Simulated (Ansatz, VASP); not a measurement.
# Ru in VASP and in Ansatz

```
CELL_PARAMETERS angstrom
2.68948 0.00000 0.00000
-1.34474 2.32916 0.00000
0.00000 0.00000 4.25194
ATOMIC_POSITIONS crystal
Ru 0.33333 0.66667 0.25000
Ru 0.66667 0.33333 0.75000
```

Alike in both runs: functional PBEsol; k mesh 18 × 18 × 10; occupations gaussian, width 0.1 eV; no spin polarisation.

Ansatz relaxed the structure, and its values are those at the end. VASP's run is a single point on that final structure, the one shown.

|  | VASP | Ansatz |
| --- | --- | --- |
| version | VASP 6.6.1 | Ansatz 0.2.0 |
| potentials or method | VASP PAW PBE potentials, release 64 (Ru_pv) | scalar-relativistic, plane waves, PAW |
| plane-wave cutoff (eV) | 520 | 420 |
| valence electrons in the cell | 28 | 32 |

Ansatz gave:

* gap on the k mesh at the Fermi level (eV): none
* pressure (GPa): 0.0

Problem. Which values does VASP return?

Solution. gap on the k mesh at the Fermi level (eV): none; pressure (GPa): -0.1.

A gap of «none» marks a metal or a gap that the smearing closes. The two sets of potentials don't hold the same shells in valence.

Caveats: the PAW data sets were made with another functional, which shifts forces and pressure a little (VASP).
